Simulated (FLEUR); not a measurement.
# CuO: equation of state with PBEsol

CuO:

```xyz
6
Lattice="4.1609 0.0000 0.0000 0.0000 4.1609 0.0000 0.0000 0.0000 3.8876" Properties=species:S:1:pos:R:3 pbc="T T T"
Cu    2.0805    0.0000    1.9438
Cu    0.0000    2.0805    1.9438
Cu    0.0000    0.0000    0.0000
O     0.0000    0.0000    1.9438
O     2.0805    0.0000    0.0000
O     0.0000    2.0805    0.0000
```

Measurements of this composition are mostly on another form, of space group No. 15.

```
Program                  : FLEUR MaX-R8.1 (later development tree)
Task                     : equation of state
Functional               : PBEsol
Potentials or basis      : all-electron
Basis                    : FLAPW
Kmax                     : 5.24 1/bohr
k mesh                   : 7 × 7 × 7
Occupations              : fermi-dirac, width 0.05 eV
Spin                     : no spin polarisation
Gmax                     : 16.2 1/bohr
Muffin-tin radii         : Cu 1.87, O 1.43 bohr
lmax                     : Cu 8, O 8
lnonsphr                 : Cu 8, O 8
Local orbitals a species : Cu 5, O 3
```

```
Equilibrium volume                        : 10.81 Å³/atom
Bulk modulus at fixed shape and positions : 163 GPa
Pressure derivative of the bulk modulus   : 4.6 (rough: it moves with the points fitted)
```

Energy against volume, from the lowest point:
| volume (Å³/atom) | energy (meV/atom) |
| --- | --- |
| 10.545 | 3.37 |
| 10.769 | 0.00 |
| 11.218 | 7.29 |
| 11.667 | 29.85 |
| 11.891 | 45.91 |

Caveat: the cell was scaled at fixed shape and fractional positions, which overstates the stiffness of a crystal with free parameters, most of all of layers and chains; the run has no spin polarisation, though such a crystal can be magnetic.
